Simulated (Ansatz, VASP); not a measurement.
**GaAs: programs and potentials compared**

The starting cell:

```
As Ga
1.0
     0.00000    2.82685    2.82685
     2.82685    0.00000    2.82685
     2.82685    2.82685    0.00000
As Ga
1 1
Direct
  0.75000 0.75000 0.75000
  0.00000 0.00000 0.00000
```

Alike in all runs: task relaxation of cell and atoms; functional BLYP; dispersion D4; k mesh 8 × 8 × 8; occupations fermi-dirac, width 0.05 eV; no spin polarisation; no spin-orbit coupling.

```json
{"program and potentials": "Ansatz, Ansatz PAW", "plane-wave cutoff (eV)": "420", "notes": "potentials made for PBE, which Ansatz adapts in part; 14 valence electrons an atom on average", "equilibrium volume (Å³/atom)": "22.85"}
{"program and potentials": "VASP, PBE PAW files As, Ga_d, 600 eV", "plane-wave cutoff (eV)": "600", "notes": "potentials made for PBE; 9 valence electrons an atom on average", "equilibrium volume (Å³/atom)": "22.96"}
{"program and potentials": "Ansatz, all-electron LAPW, scalar-relativistic", "plane-wave cutoff (eV)": "-", "notes": "-", "equilibrium volume (Å³/atom)": "22.86"}
```

The equilibrium volume spans 22.85 (Ansatz, Ansatz PAW) to 22.96 Å³/atom (VASP, PBE PAW files As, Ga_d, 600 eV), with all-electron results at 22.86. Some sets were made for another functional than the one run, which can shift their rows. Relaxations stop with a little pressure left, so the last digit of a volume isn't settled.

The functional is the same throughout but for its coding, so the spread measures potentials, basis and numerics; runs on potential files found faulty are left out.

The Ansatz PAW and all-electron volumes are indistinguishable at the precision of the relaxations, while VASP gives a slightly larger cell. The valence partition offers a plausible reason. Both PAW sets treat the Ga 3d shell as valence, but only the Ansatz set also frees As 3d. That shell lies deeper and hardly bonds, yet its response affects core-valence exchange and the repulsion between neighbouring atoms. A core frozen in its PBE form may therefore shift the balance under BLYP, though the partial adaptation of the Ansatz potentials could account for the difference equally well.

All three volumes also exceed that of the starting cell, which is close to experiment. This fits the known tendency of BLYP to underbind covalent semiconductors, probably offset in part by the dispersion attraction. The expansion is common to all three runs, including the all-electron one, so it points to the functional and dispersion model more than to the potentials. Close agreement in volume doesn't establish equal agreement in bulk modulus or band gap.
